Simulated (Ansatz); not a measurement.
The system is MnSb.

```
Sb Mn
1.0
     4.15000    0.00000    0.00000
    -2.07500    3.59401    0.00000
     0.00000    0.00000    5.78000
Sb Mn
2 2
Cartesian
  2.0750 1.1980 4.3350
  0.0000 2.3960 1.4450
  0.0000 0.0000 2.8900
  0.0000 0.0000 0.0000
```

Program: Ansatz 0.2.0. Alike in all runs: task projected density of states; potentials or basis Ansatz PAW; spin collinear, ferromagnetic start; cell as given; k mesh 7 × 7 × 5; cutoff (eV) 420; smearing fermi-dirac 0.05 eV.

Problem. Order these runs on this cell by their pressure, lowest first.
A. level PBEsol+U; U Mn d U = 3 eV; hubbard projectors ortho-atomic (the default); double counting fll (the default)
B. level PBEsol+U; U Mn d U = 1 eV; hubbard projectors ortho-atomic (the default); double counting fll (the default)
C. level PBEsol+U; U Mn d U = 6 eV; hubbard projectors ortho-atomic (the default); double counting fll (the default)
D. level PBEsol+U; U Mn d U = 2 eV; hubbard projectors ortho-atomic (the default); double counting fll (the default)
E. level PBEsol

Solution. E (-7.1 GPa), B (-3.5 GPa), D (-0.5 GPa), A (2.4 GPa), C (7.9 GPa).

Caveats: only a ferromagnetic start was run, and an antiferromagnetic order may lie lower in energy; the PAW data sets come from PBE, with cores solved anew for the run's functional, which leaves a small shift of forces and pressure; the density of states is complete only up to the lowest level of the last band computed; the magnetic or orbital state may not be the lowest (some runs); the U is typed as a test and isn't derived for this compound (some runs).
